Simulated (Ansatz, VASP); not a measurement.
## Two plane-wave programs on Sb

```
Sb
1.0
     0.00000    2.29729    2.29729
     2.29729    0.00000    2.29729
     2.29729    2.29729    0.00000
Sb
1
Direct
  0.00000 0.00000 0.00000
```

Change from the starting cell: volume scaled by 0.99, PAW files.

Alike in both runs: task electric field gradients; functional PBE; k mesh 12 × 12 × 12; occupations fermi-dirac, width 0.05 eV; no spin polarisation.

|  | VASP | Ansatz |
| --- | --- | --- |
| version | VASP 6.6.1 | Ansatz 0.2.0 |
| potentials or method | VASP PAW PBE potentials, release 64 (Sb) | PAW with Ansatz's default frozen-core files, scalar-relativistic |
| plane-wave cutoff (eV) | 520 | 420 |
| valence electrons in the cell | 5 | 15 |

|  | VASP | Ansatz | Ansatz less VASP |
| --- | --- | --- | --- |
| pressure (GPa) | 9.5 | 9.7 | +0.13 |
| Vzz of the field gradient on the site that differs most (V/Å²) | 0.0 | 0.0 | 0.00 |

The two sets of potentials don't hold the same shells in valence. Ansatz warned: «gradients_without_spin_orbit».

Spin-orbit coupling is left out, which matters for the levels of Sb.
